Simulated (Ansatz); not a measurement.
How far is PAW off for BeSe?

```
CELL_PARAMETERS angstrom
0.00000 2.53500 2.53500
2.53500 0.00000 2.53500
2.53500 2.53500 0.00000
ATOMIC_POSITIONS crystal
Be 0.00000 0.00000 0.00000
Se 0.75000 0.75000 0.75000
```

Atom numbers follow the list: Be1, Se2.

The geometry is COD entry 9008837, unchecked; take it as a test cell. It differs from other determinations.

Methods: DFT, PBE, PAW with Ansatz's default frozen-core files, scalar-relativistic (Ansatz 0.2.0); DFT, PBE, all-electron PAW with datasets made for the crystal, scalar-relativistic (Ansatz 0.2.0); DFT, PBE, all-electron LAPW, scalar-relativistic (Ansatz 0.2.0).

For PAW: a Γ-centred 10×10×10 k mesh, Fermi–Dirac smearing of 0.02 eV, cutoff 420 eV, no spin polarisation. The crystal-made all-electron datasets (AE datasets) take a cutoff of 220 eV at this cell. LAPW targets a basis error of 1 meV/atom. The Ansatz runs share mesh, smearing and spin set-up. Plane-wave (PAW) pressures include the program's estimate of the Pulay term.

Stress and pressure are positive in compression.

Levels count from the top of the valence band.

```
                      quantity     PAW  AE datasets    LAPW
                pressure (GPa)    5.36         5.34    5.35
                 band gap (eV)   2.536        2.535   2.535
highest filled level at K (eV)  -2.351       -2.351  -2.351
  lowest empty level at K (eV)   3.716        3.715   3.715
highest filled level at U (eV)  -2.351       -2.351  -2.351
  lowest empty level at U (eV)   3.716        3.715   3.715
highest filled level at Γ (eV)   0.000        0.000   0.000
  lowest empty level at Γ (eV)   4.695        4.696   4.696
```

PAW's pressure differs from the LAPW value by about 0.01 GPa or less.
